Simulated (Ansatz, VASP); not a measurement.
**Two plane-wave programs on Ge**

```xyz
4
Lattice="3.6183 0.0000 0.0000 -1.8091 3.1335 0.0000 0.0000 0.0000 6.0312" Properties=species:S:1:pos:R:3 pbc="T T T"
Ge    1.8091    1.0445    0.3894
Ge    0.0000    2.0890    3.4050
Ge    1.8091    1.0445    2.6262
Ge    0.0000    2.0890    5.6418
```

Alike in both runs: functional r2SCAN; k mesh 12 × 12 × 6; occupations gaussian, width 0.01 eV; no spin polarisation.

Ansatz relaxed the structure, and its values are those at the end. VASP's run is a single point on that final structure, the one shown.

|  | VASP | Ansatz |
| --- | --- | --- |
| version | VASP 6.6.1 | Ansatz 0.2.0 |
| potentials or method | VASP PAW PBE potentials, release 64 (Ge_d) | scalar-relativistic, plane waves, PAW |
| plane-wave cutoff (eV) | 520 | 500 |
| valence electrons in the cell | 56 | 56 |

VASP gave:

- gap on the k mesh at the Fermi level (eV): 0.10
- least direct gap on the mesh (eV): 0.99

Task: Estimate Ansatz's values.

Result: gap on the k mesh at the Fermi level (eV): 0.11; least direct gap on the mesh (eV): 1.02.
